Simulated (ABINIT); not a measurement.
**NaI in ABINIT: the effect of potentials**

NaI:

```
I Na
1.0
     0.00000    3.23640    3.23640
     3.23640    0.00000    3.23640
     3.23640    3.23640    0.00000
I Na
1 1
Cartesian
  3.2364 3.2364 3.2364
  0.0000 0.0000 0.0000
```

Alike in all runs:

| Quantity | Value |
| --- | --- |
| Program | ABINIT 10.8.3 (patched build) |
| Task | band structure |
| Functional | r2SCAN |
| k mesh | 7 × 7 × 7 |
| Occupations | fermi-dirac, width 0.05 eV |
| Spin | no spin polarisation |

**Question.** One run gave: gap on the mesh 4.28 eV; pressure -0.2 GPa. Which potentials did it use?
A. Ansatz PAW PBE default generated set, frozen core
B. JTH PAW PBE v2.0
C. SG15 NC PBE v1.2
D. PseudoDojo NC SR PBE v0.4.1 standard

**Answer.** D.

```csv
potentials,cutoff,gap on the mesh (eV),pressure (GPa)
"Ansatz PAW PBE default generated set, frozen core",490 eV,4.43,-0.1
JTH PAW PBE v2.0,1306 eV,4.42,0.0
SG15 NC PBE v1.2,1306 eV,4.41,-0.2
PseudoDojo NC SR PBE v0.4.1 standard,1442 eV,4.28,-0.2
```

Caveats: spin-orbit coupling is left out, which moves the levels of the heavy elements; the PAW data sets were made with another functional, which shifts forces and pressure a little (some runs); the potentials were made for another functional, which shifts forces and pressure (some runs); a meta-GGA on potentials with a model core is unreliable (some runs).

The runs don't all hold the same shells in valence.

Runs at the PBE level aren't shown here.
